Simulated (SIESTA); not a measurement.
Crystal: AlN.

```xyz
4
Lattice="3.1130 0.0000 0.0000 -1.5565 2.6959 0.0000 0.0000 0.0000 4.9810" Properties=species:S:1:pos:R:3 pbc="T T T"
Al    1.5565    0.8986    2.4905
Al    0.0000    1.7973    0.0000
N     1.5565    0.8986    4.3833
N     0.0000    1.7973    1.8928
```

Base run:

```yaml
Program: SIESTA 5.4.2
Functional: PBE
Potentials_or_basis: PseudoDojo 0.4 standard (PBE files)
Basis: DZP (energy shift 0.002 Ry; radii capped at 9.5 bohr)
Grid_cutoff: 800 Ry
Energy_shift: 0.002 Ry
k_mesh: 10 × 10 × 6
Occupations: fermi-dirac, width 0.05 eV
Spin: no spin polarisation
```

Its results: band gap on the k mesh 4.37 eV, direct; pressure 5.3 GPa; largest force 0.138 eV/Å.

Task: The run is repeated on the same cell with these changes: functional from PBE to BLYP. What comes out?

Result: Band gap on the k mesh 4.68 eV, direct; pressure 10.1 GPa; largest force 0.129 eV/Å.

BLYP binds less tightly than PBE, so the same cell stands under more pressure.

Caveats: the basis of atomic orbitals isn't converged, which shifts pressures, moduli and gaps; the potentials were made for another functional, which shifts forces and pressure (some runs).

Not every run made on this cell is shown here.
